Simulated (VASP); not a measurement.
**Mn: single point with PBE**

Crystal: Mn.

```
CELL_PARAMETERS angstrom
2.62190 0.00000 0.00000
-1.31095 2.27063 0.00000
0.00000 0.00000 3.61277
ATOMIC_POSITIONS crystal
Mn 0.66667 0.33333 0.75000
Mn 0.33333 0.66667 0.25000
```

This isn't the form of Mn at room conditions, which is a 58-atom cubic cell.

```yaml
Program: VASP 6.6.1
Task: single point
Functional: PBE
Potentials_or_basis: VASP PAW PBE potentials, release 64 (Mn_pv)
Cutoff: 520 eV
k_mesh: 24 × 24 × 14
Occupations: gaussian, width 0.15 eV
Spin: no spin polarisation
```

```yaml
Pressure: 4.0 GPa
Band_gap_on_the_k_mesh: none (metal or under the smearing width)
```

Stress tensor (GPa, compression positive):
```
-7.88  0.00  0.00
 0.00 -7.88  0.00
 0.00  0.00 27.67
```

Levels at points of the mesh, in eV from the Fermi level:
```csv
k point,band 10,band 11,band 12,band 13,band 14,band 15,band 16,band 17
"(0.00, 0.00, 0.00)",-1.24,-0.80,-0.80,-0.47,-0.47,0.08,1.62,1.62
"(0.50, 0.00, 0.00)",-2.07,-1.99,-0.30,0.24,1.10,1.59,2.34,3.16
"(0.00, 0.00, 0.50)",-1.66,-1.66,-1.66,-0.77,-0.77,1.32,1.32,1.32
"(0.50, 0.00, 0.50)",-2.26,-0.31,-0.31,0.66,0.66,1.45,1.45,2.95
```

It took 3.7 min on 1 thread of AMD EPYC 7R43 64-Core Processor (Zen 3), with other jobs on the host, peak memory 0.22 GiB.

Caveat: the run has no spin polarisation, though such a crystal can be magnetic. Spin polarisation is off, so any magnetic state and its effect on volume and gap are missing.
